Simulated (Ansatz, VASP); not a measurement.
# C: VASP beside Ansatz

```xyz
4
Lattice="2.4449 0.0000 0.0000 -1.2225 2.1174 0.0000 0.0000 0.0000 6.6497" Properties=species:S:1:pos:R:3 pbc="T T T"
C     0.0000    0.0000    1.6624
C     0.0000    0.0000    4.9873
C     0.0000    1.4116    1.6624
C     1.2225    0.7058    4.9873
```

Alike in both runs: functional LDA; k mesh 21 × 21 × 6; occupations gaussian, width 0.1 eV; no spin polarisation.

Ansatz relaxed the structure, and its values are those at the end. VASP's run is a single point on that final structure, the one shown.

```csv
,VASP,Ansatz
version,VASP 6.6.1,Ansatz 0.2.0
potentials or method,"VASP PAW LDA potentials, release 64 (C)","scalar-relativistic, plane waves, PAW"
plane-wave cutoff (eV),520,420
valence electrons in the cell,16,16
```

Ansatz gave:

| Item | Value |
| --- | --- |
| gap on the k mesh at the Fermi level (eV) | none |
| pressure (GPa) | 0.0 |

Task: Estimate VASP's values.

Result: gap on the k mesh at the Fermi level (eV): none; pressure (GPa): 0.8.

A gap of «none» marks a metal or a gap that the smearing closes.
